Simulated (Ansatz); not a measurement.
Cell and atoms are relaxed with the symmetry kept. Start:

```yaml
crystal:
  lattice:
    - [1.25975, 0.72731, 10.36682]
    - [-1.25975, 0.72731, 10.36682]
    - [0.00000, -1.45463, 10.36682]
  atoms:
    - { symbol: C, position: [0.02483, 0.02483, 0.02483] }
    - { symbol: C, position: [0.97517, 0.97517, 0.97517] }
    - { symbol: C, position: [0.10868, 0.10868, 0.10868] }
    - { symbol: C, position: [0.89132, 0.89132, 0.89132] }
    - { symbol: C, position: [0.15837, 0.15837, 0.15837] }
    - { symbol: C, position: [0.84163, 0.84163, 0.84163] }
    - { symbol: C, position: [0.37486, 0.37486, 0.37486] }
    - { symbol: C, position: [0.62514, 0.62514, 0.62514] }
    - { symbol: C, position: [0.42532, 0.42532, 0.42532] }
    - { symbol: C, position: [0.57468, 0.57468, 0.57468] }
```

Method: DFT PBE+D3(BJ), scalar-relativistic, plane waves, PAW in Ansatz 0.2.0.

Cutoff 420 eV; k points 12×12×12 on the computed 10-atom cell (Γ-centred); Gaussian smearing, width 0.02 eV; no spin polarisation.

Question: What does it relax to?

Answer: The volume goes down by 0.07 Å³/atom to 5.63 Å³/atom, and the energy falls by 1.2 meV/atom. Final structure:
```cif
data_structure
_symmetry_space_group_name_H-M 'P 1'
_symmetry_Int_Tables_number 1
_cell_length_a 10.4257
_cell_length_b 10.4257
_cell_length_c 10.4257
_cell_angle_alpha 13.823
_cell_angle_beta 13.823
_cell_angle_gamma 13.823
_cell_volume 56.29
loop_
_atom_site_label
_atom_site_type_symbol
_atom_site_fract_x
_atom_site_fract_y
_atom_site_fract_z
_atom_site_occupancy
C1 C 0.02482 0.02482 0.02482 1
C2 C 0.97518 0.97518 0.97518 1
C3 C 0.10868 0.10868 0.10868 1
C4 C 0.89132 0.89132 0.89132 1
C5 C 0.15837 0.15837 0.15837 1
C6 C 0.84163 0.84163 0.84163 1
C7 C 0.37486 0.37486 0.37486 1
C8 C 0.62514 0.62514 0.62514 1
C9 C 0.42531 0.42531 0.42531 1
C10 C 0.57469 0.57469 0.57469 1
```

Cost: 1 run of about 3.8 core-minutes, on AMD EPYC 7R43 (Zen 3) (shared hosts).